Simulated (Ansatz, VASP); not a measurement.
# Two plane-wave programs on CoH4

```
Co H
1.0
     3.29723    0.00000    0.00000
    -1.64861    2.85548    0.00000
     0.00000    0.00000    3.12569
Co H
1 4
Direct
  0.00000 0.00000 0.00000
  0.50000 0.00000 0.00000
  0.00000 0.50000 0.00000
  0.50000 0.50000 0.00000
  0.00000 0.00000 0.50000
```

Alike in both runs: functional PBE; k mesh 6 × 6 × 4; occupations gaussian, width 0.1 eV; collinear spin.

Ansatz relaxed the structure, and its values are those at the end. VASP's run is a single point on that final structure, the one shown.

|  | VASP | Ansatz |
| --- | --- | --- |
| version | VASP 6.6.1 | Ansatz 0.2.0 |
| potentials or method | VASP PAW PBE potentials, release 64 (Co, H) | scalar-relativistic, plane waves, PAW |
| plane-wave cutoff (eV) | 520 | 420 |
| valence electrons in the cell | 13 | 21 |

```tsv
	VASP	Ansatz	Ansatz less VASP
gap on the k mesh at the Fermi level (eV)	none	none	-
pressure (GPa)	-0.4	-0.2	+0.25
net moment per atom (μB)	0.03	0.03	+0.001
size of the moment on the site where the two differ most (μB)	0.17	0.15	-0.021
```

Site moments also hang on the region over which each program counts them. A gap of «none» marks a metal or a gap that the smearing closes. The two sets of potentials don't hold the same shells in valence. Ansatz warned: «seeded_moment_not_kept».

Caveats: the k mesh is coarse (spacing up to 0.50 Å⁻¹), so the values aren't converged.
